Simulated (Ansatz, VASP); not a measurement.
# One calculation of Cu, two programs

Contents of INCAR:

```
SYSTEM = Cu
  ALGO = Normal
  EDIFF = 1E-7
  ENCUT = 520
  GGA = PE
  ISIF = 2
  ISMEAR = -1
  LASPH = .True.
  LCHARG = .False.
  LREAL = .False.
  LWAVE = .False.
  NBANDS = 12
  NELM = 100
  PREC = Accurate
  SIGMA = 1.0
```

The input KPOINTS:

```
k-points
0
Gamma
  15 15 15
  0 0 0
```

POSCAR

```
Cu
1.0
    0.0000000000      1.8145751207      1.8145751207
    1.8145751207      0.0000000000      1.8145751207
    1.8145751207      1.8145751207      0.0000000000
Cu
1
Direct
    0.0000000000      0.0000000000      0.0000000000
```

Input for Ansatz:

```yaml
crystal:
  lattice:
    - [0.0, 1.8145751207, 1.8145751207]
    - [1.8145751207, 0.0, 1.8145751207]
    - [1.8145751207, 1.8145751207, 0.0]
  atoms:
    - { symbol: Cu, position: [0.0, 0.0, 0.0] }
hamiltonian:
  xc: pbe
  pseudopotentials:
    kind: paw
    azcp:
      Cu: "pseudopotentials/Cu.paw.azcp"
basis:
  ecutwfc: 420
  fft_grid_basis: typed
kpoints:
  mp_grid: { grid: [15, 15, 15], shift: [0, 0, 0] }
magnetization:
  spin_polarized: false
scf:
  occupations: { method: fermi_dirac, width: 1.0 }
  lower_state_search: "off"
output:
  stress: true
  write_density: true
  write_potential: true
  elf: true
  volumetric_format: npy
```

Alike in both runs: task single point; functional PBE; k mesh 15 × 15 × 15; occupations fermi-dirac, width 1 eV; no spin polarisation.

|  | VASP | Ansatz |
| --- | --- | --- |
| version | VASP 6.6.1 | Ansatz 0.2.0 |
| potentials or method | VASP PAW PBE potentials, release 64 (Cu) | plane waves (420 eV) with PAW, scalar-relativistic |
| plane-wave cutoff (eV) | 520 | 420 |
| valence electrons in the cell | 11 | 19 |

```tsv
	VASP	Ansatz	Ansatz less VASP
pressure (GPa)	10.8	10.5	-0.33
```

The two sets of potentials don't hold the same shells in valence.
